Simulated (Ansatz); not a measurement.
**Yb in Ansatz: the effect of Hubbard term**

Crystal: Yb.

```xyz
1
Lattice="-2.1515 2.1515 2.1515 2.1515 -2.1515 2.1515 2.1515 2.1515 -2.1515" Properties=species:S:1:pos:R:3 pbc="T T T"
Yb    0.0000    0.0000    0.0000
```

This isn't the form of Yb at room conditions, which is fcc.

Alike in all runs:

- Program: Ansatz 0.2.0
- Task: density of states
- Functional: PBEsol
- Potentials or basis: all-electron LAPW, scalar-relativistic
- Cutoff: 184 eV (chosen from the basis error)
- Basis error allowed: 0.001 eV/atom
- k mesh: 9 × 9 × 9
- Occupations: fermi-dirac, width 0.05 eV
- Spin: collinear spin, ferromagnetic start
- Starting moments: [1.0] μB

Problem. One run gave: pressure -3.4 GPa. Which Hubbard term did it use?
A. Yb f U = 4 eV
B. Yb f U = 8 eV
C. Yb f U = 6 eV
D. Yb f U = 2 eV
E. none

Solution. E.

```csv
Hubbard term,pressure (GPa)
none,-3.4
Yb f U = 2 eV,-2.4
Yb f U = 4 eV,-1.8
Yb f U = 6 eV,-1.3
Yb f U = 8 eV,-1.0
```

Caveats: an open f shell can end in a state above the lowest; spin-orbit coupling is left out, which moves the levels of the heavy elements; the magnetic state may not be the lowest (some runs); U is the effective U less J, on atomic orbitals that reach past the spheres (some runs); the starting moments weren't kept (some runs).
